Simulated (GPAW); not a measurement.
# Ta (Im-3m) in GPAW: notebook

One crystal, Ta, is run at these levels: PBEsol, PBE; tasks: single point, band structure, G0W0 quasiparticle levels.

All numbers are computed with GPAW 26.7.0; they aren't measurements. Logs are shortened: lines on timing, memory, paths and dates and some standing lists are left out, and cuts for length are marked. The log counts tension as positive stress, the text compression.

## 1. Starting point

Symmetry: Im-3m, No. 229, cubic system. Conventional cell: a = 3.303 Å, b = 3.303 Å, c = 3.303 Å, α = 90.00°, β = 90.00°, γ = 90.00°. Around Ta (site symmetry m-3m) lie 8 Ta at 2.86 Å.

## 2. Single point, PBEsol, 15.93 Å³/atom

run.py

```python
from ase import Atoms
from ase.dft.bandgap import bandgap
from ase.io import write
from ase.units import GPa
from gpaw import GPAW, PW, setup_paths

setup_paths.insert(0, '.')

atoms = Atoms(['Ta'],
              cell=[[-1.5852288, 1.5852288, 1.5852288],
                    [1.5852288, -1.5852288, 1.5852288],
                    [1.5852288, 1.5852288, -1.5852288]],
              scaled_positions=[[0.0, 0.0, 0.0]],
              pbc=True)

calc = GPAW(mode=PW(600),
            xc='PBEsol',
            kpts={'size': (11, 11, 11), 'gamma': True},
            occupations={'name': 'fermi-dirac', 'width': 0.05},
            nbands=15,
            convergence={'density': 1e-05, 'energy': 1e-05},
            maxiter=150,
            txt='gpaw.txt')
atoms.calc = calc
energy = atoms.get_potential_energy()
forces = atoms.get_forces()
stress = atoms.get_stress()
calc.write('gs.gpw')
write('result.traj', atoms)
print(f'Energy: {energy:.6f} eV')
print('Forces (eV/A):')
print(forces.round(4))
print('Stress (GPa):', (stress / GPa).round(3))
print('Fermi level:', round(calc.get_fermi_level(), 4), 'eV')
print(f'Gap: {bandgap(calc)[0]:.4f} eV, direct: {bandgap(calc, direct=True)[0]:.4f} eV')
```

Potentials or basis: PAW data sets generated in the run's folder for this functional, pw.

Launch:

```sh
> gpaw-setup -f PBEsol Ta
> OMP_NUM_THREADS=1 python run.py
```

gpaw.txt:

```text
__  _  _
 | _ |_)|_||  |
 |__||  | ||/\| - 26.7.0

Input parameters:
  mode=PW(ecut=600.0),
  convergence={'density': 1e-05, 'energy': 1e-05},
  kpts=MonkhorstPack(size=(11, 11, 11), gamma=True),
  maxiter=150,
  nbands=15,
  occupations=Occupations(name='fermi-dirac', width=0.05),
  xc=XC(name='PBEsol')

Diagonalizing LCAO Hamiltonian
Converting LCAO to pw mode

       Ta

Atoms  # Å, Bohr magnetons
|   | symbol |        x |        y |        z |    initial magnetic moments |
|---|--------|----------|----------|----------|-----------------------------|
| 0 |     Ta | 0.000000 | 0.000000 | 0.000000 | ( 0.0000,  0.0000,  0.0000) |

Unit cell  # Å
| periodic |         x |         y |         z |  lengths |     angles |
|----------|-----------|-----------|-----------|----------|------------|
|      yes | -1.585229 |  1.585229 |  1.585229 | 2.745697 | 109.471221 |
|      yes |  1.585229 | -1.585229 |  1.585229 | 2.745697 | 109.471221 |
|      yes |  1.585229 |  1.585229 | -1.585229 | 2.745697 | 109.471221 |

Number of symmetries: 48
Symmetry operations  # r_c * U_cc + t_c -> r_c
|    | kind |            matrix            |
|----|------|------------------------------|
|  0 |  σ   |  1, 1, 1,  0, 0,-1,  0,-1, 0 |
|  1 |  C4  |  1, 1, 1,  0, 0,-1, -1, 0, 0 |
|  2 |  C2  |  1, 1, 1,  0,-1, 0,  0, 0,-1 |
|  3 |  S6  |  1, 1, 1,  0,-1, 0, -1, 0, 0 |
|  4 |  S6  |  1, 1, 1, -1, 0, 0,  0, 0,-1 |
|  5 |  C4  |  1, 1, 1, -1, 0, 0,  0,-1, 0 |
|  6 |  E   |  1, 0, 0,  0, 1, 0,  0, 0, 1 |
|  7 |  σ   |  1, 0, 0,  0, 1, 0, -1,-1,-1 |
|  8 |  σ   |  1, 0, 0,  0, 0, 1,  0, 1, 0 |
|  9 |  C3  |  1, 0, 0,  0, 0, 1, -1,-1,-1 |
| 10 |  C3  |  1, 0, 0, -1,-1,-1,  0, 1, 0 |
| 11 |  σ   |  1, 0, 0, -1,-1,-1,  0, 0, 1 |
| 12 |  σ   |  0, 1, 0,  1, 0, 0,  0, 0, 1 |
| 13 |  C2  |  0, 1, 0,  1, 0, 0, -1,-1,-1 |
| 14 |  C3  |  0, 1, 0,  0, 0, 1,  1, 0, 0 |
| 15 |  S4  |  0, 1, 0,  0, 0, 1, -1,-1,-1 |
| 16 |  S4  |  0, 1, 0, -1,-1,-1,  1, 0, 0 |
| 17 |  C3  |  0, 1, 0, -1,-1,-1,  0, 0, 1 |
| 18 |  C3  |  0, 0, 1,  1, 0, 0,  0, 1, 0 |
| 19 |  S4  |  0, 0, 1,  1, 0, 0, -1,-1,-1 |
| 20 |  σ   |  0, 0, 1,  0, 1, 0,  1, 0, 0 |
| 21 |  C3  |  0, 0, 1,  0, 1, 0, -1,-1,-1 |
| 22 |  C2  |  0, 0, 1, -1,-1,-1,  1, 0, 0 |
| 23 |  S4  |  0, 0, 1, -1,-1,-1,  0, 1, 0 |
| 24 |  C4  |  0, 0,-1,  1, 1, 1,  0,-1, 0 |
| 25 |  σ   |  0, 0,-1,  1, 1, 1, -1, 0, 0 |
| 26 |  S6  |  0, 0,-1,  0,-1, 0,  1, 1, 1 |
| 27 |  C2  |  0, 0,-1,  0,-1, 0, -1, 0, 0 |
| 28 |  C4  |  0, 0,-1, -1, 0, 0,  1, 1, 1 |
| 29 |  S6  |  0, 0,-1, -1, 0, 0,  0,-1, 0 |
| 30 |  S6  |  0,-1, 0,  1, 1, 1,  0, 0,-1 |
| 31 |  C4  |  0,-1, 0,  1, 1, 1, -1, 0, 0 |
| 32 |  C4  |  0,-1, 0,  0, 0,-1,  1, 1, 1 |
| 33 |  S6  |  0,-1, 0,  0, 0,-1, -1, 0, 0 |
| 34 |  σ   |  0,-1, 0, -1, 0, 0,  1, 1, 1 |
| 35 |  C2  |  0,-1, 0, -1, 0, 0,  0, 0,-1 |
| 36 |  C2  | -1, 0, 0,  1, 1, 1,  0, 0,-1 |
| 37 |  S6  | -1, 0, 0,  1, 1, 1,  0,-1, 0 |
| 38 |  S6  | -1, 0, 0,  0, 0,-1,  1, 1, 1 |
| 39 |  C2  | -1, 0, 0,  0, 0,-1,  0,-1, 0 |
| 40 |  C2  | -1, 0, 0,  0,-1, 0,  1, 1, 1 |
| 41 |  i   | -1, 0, 0,  0,-1, 0,  0, 0,-1 |
| 42 |  S4  | -1,-1,-1,  1, 0, 0,  0, 1, 0 |
| 43 |  C3  | -1,-1,-1,  1, 0, 0,  0, 0, 1 |
| 44 |  C3  | -1,-1,-1,  0, 1, 0,  1, 0, 0 |
| 45 |  σ   | -1,-1,-1,  0, 1, 0,  0, 0, 1 |
| 46 |  S4  | -1,-1,-1,  0, 0, 1,  1, 0, 0 |
| 47 |  C2  | -1,-1,-1,  0, 0, 1,  0, 1, 0 |

BZ-sampling:
  Number of BZ points: 1331
  Number of IBZ points: 56

  Monkhorst-Pack size: [11, 11, 11]
  Monkhorst-Pack shift: [0, 0, 0]

K-points  # in reciprocal-cell coordinates
|     |                                coordinates |     weight |
|-----|--------------------------------------------|------------|
|   0 | (  0.00000000,   0.00000000,   0.00000000) | 0.00075131 |
|   1 | (  0.09090909,   0.00000000,   0.00000000) | 0.00901578 |
|   2 | (  0.09090909,   0.09090909,  -0.09090909) | 0.00450789 |
|   3 | (  0.18181818,   0.00000000,  -0.09090909) | 0.01803156 |
|   4 | (  0.18181818,   0.00000000,   0.00000000) | 0.00901578 |
|   5 | (  0.18181818,   0.09090909,  -0.09090909) | 0.01803156 |
|   6 | (  0.18181818,   0.18181818,  -0.18181818) | 0.00450789 |
|   7 | (  0.27272727,  -0.09090909,  -0.09090909) | 0.00601052 |
|   8 | (  0.27272727,   0.00000000,  -0.09090909) | 0.03606311 |
|   9 | (  0.27272727,   0.00000000,   0.00000000) | 0.00901578 |
| ... |                                            |            |
|  55 | (  0.45454545,   0.45454545,   0.45454545) | 0.00601052 |

Plane wave coefficients: 555
Cutoff: 600.0 eV

Spin-components: 1 (collinear spins)
Bands:           15
Projectors:      6
Spin-degeneracy: 2
Datatype:        complex128

Parallelization:
  kpt:    1
  domain: 1
  band:   1

Density:
  Valence electrons: 13.0
  Components: 1
  Grid points: [16 16 16]
  Charge: 0.0  # |e|

Potential:
  Grid points: [16 16 16]

species:
  Ta:
    name:    Tantalum
    Z:       73.0
    valence: 13
    core:    60
    charge:  0.0  # [|e|]
    compensation charges:
      type: gauss
      rc: 0.42  # [Å]
      lmax: 2
    cutoffs:
      filter: 2.36  # [Å]
      core: 3.45  # [Å]
    projectors
    | kind |    occ | energy [eV] | rcut [Å] |
    |------|--------|-------------|----------|
    |   5s |  2.000 |     -72.818 |    1.365 |
    |   6s |  2.000 |      -5.457 |    1.365 |
    |   5p |  6.000 |     -39.444 |    1.349 |
    |   6p |  0.000 |      -1.369 |    1.349 |
    |   5d |  3.000 |      -3.632 |    1.307 |
    |    d |        |      23.579 |    1.307 |

    Using partial waves for Ta as LCAO basis

Reference energy: -424046.140309  # eV

eigensolver:
  PPCG
  Converge bands: occupied
  niter=2

density mixing:
  MSR1-Mixer
  Pratt-step length: 0.05
  Maximum mixing coefficient: 0.75
  Old densities: 10
  SVD Regularization: 0.005
  Good broyden scale: 1.0
  Trust region scale: 1.0
  Backstep threshold: 4.0
  History deletion threshold: 6.0
  Fourier metric: weight=20.0, sigma=0.015

occupation numbers:
  Fermi-Dirac:
    width: 0.0500  # eV

poisson solver:
  ecut: 4800.0  # eV

xc functional:
  name: PBEsol with 2 nearest neighbor stencil

convergence criteria:
[... 6 lines left out ...]
|iter     | |      energy | eigst |  dens |
|---------|-|-------------|-------|-------|
|iter:   1| |  -10.579209 | -0.03 |       |
|iter:   2| |  -10.559206 | -3.22 | -1.35 |
|iter:   3| |  -10.462622 | -2.16 | -1.39 |
|iter:   4| |  -10.467753 | -3.61 | -2.07 |
|iter:   5| |  -10.469484 | -4.70 | -2.45 |
|iter:   6| |  -10.469485 | -6.94 | -3.95 |
|iter:   7| |  -10.469486c| -8.18c| -4.27 |
|iter:   8| |  -10.469486c| -9.60c| -5.28c|

Converged in 8 steps
Energy contributions relative to reference atoms: (reference = -424046.140309)

Energy contributions:
  Kinetic:          21.011495
  Coulomb:         -18.913868
  Zero:             -0.277630
  External:          0.000000
  Xc:              -12.285829
  Entropy:          -0.007309
  Spinorbit:         0.000000
  ----------------------------
  Free energy:     -10.473140
  Extrapolated:    -10.469486

dipole moment: (-5.693239, -5.693239, -5.693239)  # |e|*Ang

Fermi level: 13.466
Eigenvalues  # (at kpt = [0.000, 0.000, 0.000])
| band index |      eig [eV] | occ [0-2] |
|------------|---------------|-----------|
|          0 |       -53.165 |     2.000 |
|          1 |       -19.106 |     2.000 |
|          2 |       -19.106 |     2.000 |
|          3 |       -19.106 |     2.000 |
|          4 |         5.184 |     2.000 |
|          5 |        14.185 |     0.000 |
|          6 |        14.185 |     0.000 |
|          7 |        14.185 |     0.000 |
|          8 |        17.870 |     0.000 |
|          9 |        17.870 |     0.000 |
|         10 |        28.929 |     0.000 |
|         11 |        28.929 |     0.000 |
|         12 |        28.929 |     0.000 |
|        ... |               |           |
|         14 |        41.639 |     0.000 |

No gap
No difference between direct/indirect transitions

Forces  # eV/Ang
|       x |        y |        z |
|---------|----------|----------|
| 0.00000 | -0.00000 | -0.00000 |  # Ta   0

Stress tensor  # eV/Ang^3
|         x |         y |         z |
|-----------|-----------|-----------|
| -0.168907 |  0.000000 |  0.000000 |
|  0.000000 | -0.168907 | -0.000000 |
|  0.000000 | -0.000000 | -0.168907 |

# Writing to gs.gpw (mode='')
```

It took 6.5 s on 1 thread of Intel Xeon 6975P-C (Granite Rapids), shared host; peak memory 0.13 GiB.

Results:

- Free energy: -10.4731 eV
- Pressure: 27.1 GPa
- Band gap on the k mesh: none (metal or under the smearing width)

Caveat: the density grid can change from cell to cell, which puts small steps into energies and stress.

## 3. Single point, PBEsol, 16.95 Å³/atom

run.py, as its differences from that of step 2:

```diff
@@ -9,5 +9,5 @@
 atoms = Atoms(['Ta'],
-              cell=[[-1.5852288, 1.5852288, 1.5852288],
-                    [1.5852288, -1.5852288, 1.5852288],
-                    [1.5852288, 1.5852288, -1.5852288]],
+              cell=[[-1.6182544, 1.6182544, 1.6182544],
+                    [1.6182544, -1.6182544, 1.6182544],
+                    [1.6182544, 1.6182544, -1.6182544]],
               scaled_positions=[[0.0, 0.0, 0.0]],
```

Potentials or basis: PAW data sets generated in the run's folder for this functional, pw.

Launch:

```sh
> gpaw-setup -f PBEsol Ta
> OMP_NUM_THREADS=1 python run.py
```

Wall time 6.5 s (1 thread of Intel Xeon 6975P-C (Granite Rapids), shared host); peak memory 0.14 GiB.

Results (log left out):

* Free energy: -10.5865 eV
* Pressure: 9.4 GPa
* Band gap on the k mesh: none (metal or under the smearing width)

Caveat: the density grid can change from cell to cell, which puts small steps into energies and stress.

## 4. Band structure, PBEsol

run.py, as its differences from that of step 3:

```diff
@@ -9,5 +9,5 @@
 atoms = Atoms(['Ta'],
-              cell=[[-1.6182544, 1.6182544, 1.6182544],
-                    [1.6182544, -1.6182544, 1.6182544],
-                    [1.6182544, 1.6182544, -1.6182544]],
+              cell=[[-1.65128, 1.65128, 1.65128],
+                    [1.65128, -1.65128, 1.65128],
+                    [1.65128, 1.65128, -1.65128]],
               scaled_positions=[[0.0, 0.0, 0.0]],
@@ -35 +35,8 @@
 print(f'Gap: {bandgap(calc)[0]:.4f} eV, direct: {bandgap(calc, direct=True)[0]:.4f} eV')
+
+path = atoms.cell.bandpath('GHNGPH,PN', npoints=80, eps=1e-4)
+bs_calc = calc.fixed_density(kpts=path, symmetry='off', nbands=23,
+                             convergence={'bands': 'CBM+6.0', 'eigenstates': 1e-6}, txt='bands.txt')
+bs = bs_calc.band_structure()
+bs.write('bs.json')
+print(f'Gap on the path: {bandgap(bs_calc)[0]:.4f} eV')
```

Launch:

```sh
> gpaw-setup -f PBEsol Ta
> OMP_NUM_THREADS=1 python run.py
```

Wall time 58 s (1 thread of Intel Xeon at 2.50GHz (Skylake/Cascade Lake), shared host); peak memory 0.18 GiB.

It converged, with:

| Property | Result |
| --- | --- |
| Free energy | -10.6020 eV |
| Pressure | -4.0 GPa |
| Band gap along the path | none (metal or under the smearing width) |

Levels at the corners of the path, in eV from the Fermi level:
```
point  band 2  band 3  band 4  band 5  band 6  band 7  band 8  band 9  band 10
    Γ  -33.06  -33.06  -33.06   -7.87    0.73    0.73    0.73    3.97     3.97
    H  -33.88  -33.88  -33.88   -3.79   -3.79    6.82    6.82    6.82     8.63
    N  -34.23  -33.44  -33.07   -4.35   -1.53    1.61    3.86    4.87     7.78
    Γ  -33.06  -33.06  -33.06   -7.87    0.73    0.73    0.73    3.97     3.97
    P  -33.65  -33.65  -33.65   -1.21   -1.21   -1.21    5.04    5.04     7.09
    H  -33.88  -33.88  -33.88   -3.79   -3.79    6.82    6.82    6.82     8.63
    P  -33.65  -33.65  -33.65   -1.21   -1.21   -1.21    5.04    5.04     7.09
    N  -34.23  -33.44  -33.07   -4.35   -1.53    1.61    3.86    4.87     7.78
```

Caveat: spin-orbit coupling is left out, which moves the levels of the heavy elements.

## 5. Band structure, PBEsol, spin-orbit coupling, no magnetisation

run.py, as its differences from that of step 4:

```diff
@@ -1 +1,2 @@
+import numpy as np
 from ase import Atoms
@@ -5,2 +6,3 @@
 from gpaw import GPAW, PW, setup_paths
+from gpaw.spinorbit import soc_eigenstates
 
@@ -42 +44,7 @@
 print(f'Gap on the path: {bandgap(bs_calc)[0]:.4f} eV')
+
+soc = soc_eigenstates(bs_calc, theta=54.7, phi=45)
+np.savetxt('soc_bands.dat', soc.eigenvalues(), fmt='%.4f')
+mesh = soc_eigenstates('gs.gpw', theta=54.7, phi=45)
+np.savetxt('soc_mesh.dat', mesh.eigenvalues(), fmt='%.4f')
+print('Fermi level with spin-orbit coupling:', round(mesh.fermi_level, 4), 'eV')
```

Potentials or basis: PAW data sets generated in the run's folder for this functional, pw.

Launch:

```sh
> gpaw-setup -f PBEsol Ta
> OMP_NUM_THREADS=1 python run.py
```

gpaw.txt:

```text
__  _  _
 | _ |_)|_||  |
 |__||  | ||/\| - 26.7.0

Input parameters:
  mode=PW(ecut=600.0),
  convergence={'density': 1e-05, 'energy': 1e-05},
  kpts=MonkhorstPack(size=(11, 11, 11), gamma=True),
  maxiter=150,
  nbands=15,
  occupations=Occupations(name='fermi-dirac', width=0.05),
  xc=XC(name='PBEsol')

Diagonalizing LCAO Hamiltonian
Converting LCAO to pw mode

       Ta

Atoms  # Å, Bohr magnetons
|   | symbol |        x |        y |        z |    initial magnetic moments |
|---|--------|----------|----------|----------|-----------------------------|
| 0 |     Ta | 0.000000 | 0.000000 | 0.000000 | ( 0.0000,  0.0000,  0.0000) |

Unit cell  # Å
| periodic |         x |         y |         z |  lengths |     angles |
|----------|-----------|-----------|-----------|----------|------------|
|      yes | -1.651280 |  1.651280 |  1.651280 | 2.860101 | 109.471221 |
|      yes |  1.651280 | -1.651280 |  1.651280 | 2.860101 | 109.471221 |
|      yes |  1.651280 |  1.651280 | -1.651280 | 2.860101 | 109.471221 |

Number of symmetries: 48
Symmetry operations  # r_c * U_cc + t_c -> r_c
|    | kind |            matrix            |
|----|------|------------------------------|
|  0 |  σ   |  1, 1, 1,  0, 0,-1,  0,-1, 0 |
|  1 |  C4  |  1, 1, 1,  0, 0,-1, -1, 0, 0 |
|  2 |  C2  |  1, 1, 1,  0,-1, 0,  0, 0,-1 |
|  3 |  S6  |  1, 1, 1,  0,-1, 0, -1, 0, 0 |
|  4 |  S6  |  1, 1, 1, -1, 0, 0,  0, 0,-1 |
|  5 |  C4  |  1, 1, 1, -1, 0, 0,  0,-1, 0 |
|  6 |  E   |  1, 0, 0,  0, 1, 0,  0, 0, 1 |
|  7 |  σ   |  1, 0, 0,  0, 1, 0, -1,-1,-1 |
|  8 |  σ   |  1, 0, 0,  0, 0, 1,  0, 1, 0 |
|  9 |  C3  |  1, 0, 0,  0, 0, 1, -1,-1,-1 |
| 10 |  C3  |  1, 0, 0, -1,-1,-1,  0, 1, 0 |
[... 136 lines left out ...]
xc functional:
  name: PBEsol with 2 nearest neighbor stencil

convergence criteria:
[... 6 lines left out ...]
|iter     | |      energy | eigst |  dens |
|---------|-|-------------|-------|-------|
|iter:   1| |  -10.747864 | -0.12 |       |
|iter:   2| |  -10.721404 | -3.17 | -1.29 |
|iter:   3| |  -10.592532 | -2.05 | -1.32 |
|iter:   4| |  -10.596517 | -3.57 | -2.02 |
|iter:   5| |  -10.597932 | -4.66 | -2.40 |
|iter:   6| |  -10.597935 | -7.09 | -3.97 |
|iter:   7| |  -10.597934c| -8.10c| -4.28 |
|iter:   8| |  -10.597934c| -9.77c| -5.33c|

Converged in 8 steps
Energy contributions relative to reference atoms: (reference = -424046.140309)

Energy contributions:
  Kinetic:           5.501951
  Coulomb:          -6.123806
  Zero:             -0.266135
  External:          0.000000
  Xc:               -9.705900
  Entropy:          -0.008091
  Spinorbit:         0.000000
  ----------------------------
  Free energy:     -10.601980
  Extrapolated:    -10.597934

dipole moment: (-5.939089, -5.939089, -5.939089)  # |e|*Ang

Fermi level: 11.639
Eigenvalues  # (at kpt = [0.000, 0.000, 0.000])
| band index |      eig [eV] | occ [0-2] |
|------------|---------------|-----------|
|          0 |       -55.277 |     2.000 |
|          1 |       -21.420 |     2.000 |
|          2 |       -21.420 |     2.000 |
|          3 |       -21.420 |     2.000 |
|          4 |         3.773 |     2.000 |
|          5 |        12.371 |     0.000 |
|          6 |        12.371 |     0.000 |
|          7 |        12.371 |     0.000 |
|          8 |        15.609 |     0.000 |
|          9 |        15.609 |     0.000 |
|         10 |        26.525 |     0.000 |
|         11 |        26.525 |     0.000 |
|         12 |        26.525 |     0.000 |
|        ... |               |           |
|         14 |        37.648 |     0.000 |

No gap
No difference between direct/indirect transitions

Forces  # eV/Ang
|       x |       y |       z |
|---------|---------|---------|
| 0.00000 | 0.00000 | 0.00000 |  # Ta   0

Stress tensor  # eV/Ang^3
|        x |         y |         z |
|----------|-----------|-----------|
| 0.025204 |  0.000000 |  0.000000 |
| 0.000000 |  0.025204 | -0.000000 |
| 0.000000 | -0.000000 |  0.025204 |

# Writing to gs.gpw (mode='')
```

stdout:

```text
Energy: -10.597934 eV
Forces (eV/A):
[[0. 0. 0.]]
Stress (GPa): [ 4.038  4.038  4.038 -0.     0.     0.   ]
Fermi level: 11.639 eV
Gap: 0.0000 eV, direct: 0.0000 eV
Gap on the path: 0.0000 eV
Fermi level with spin-orbit coupling: 11.6502 eV
```

Wall time 70 s (1 thread of Intel Xeon at 2.50GHz (Skylake/Cascade Lake), shared host); peak memory 0.23 GiB.

Results:

```yaml
Free_energy: -10.6020 eV
Pressure: -4.0 GPa
Band_gap_along_the_path: none (metal or under the smearing width)
```

Levels at the corners of the path, in eV from the Fermi level:
```tsv
point	band 10	band 11	band 12	band 13	band 14	band 15
Γ	-7.88	0.55	0.55	0.55	0.55	0.98
H	-3.81	-3.81	-3.81	6.58	6.58	6.58
N	-4.37	-1.56	-1.56	1.68	1.68	3.82
Γ	-7.88	0.55	0.55	0.55	0.55	0.98
P	-1.73	-0.93	-0.93	-0.93	-0.93	5.02
H	-3.81	-3.81	-3.81	6.58	6.58	6.58
P	-1.73	-0.93	-0.93	-0.93	-0.93	5.02
N	-4.37	-1.56	-1.56	1.68	1.68	3.82
```

Caveat: spin-orbit coupling was added after a scalar SCF, so levels and gaps hold it while energy, forces, pressure and moments don't; this program's spin-orbit splittings come out too wide for heavy elements.

[end of part 1 of 2]
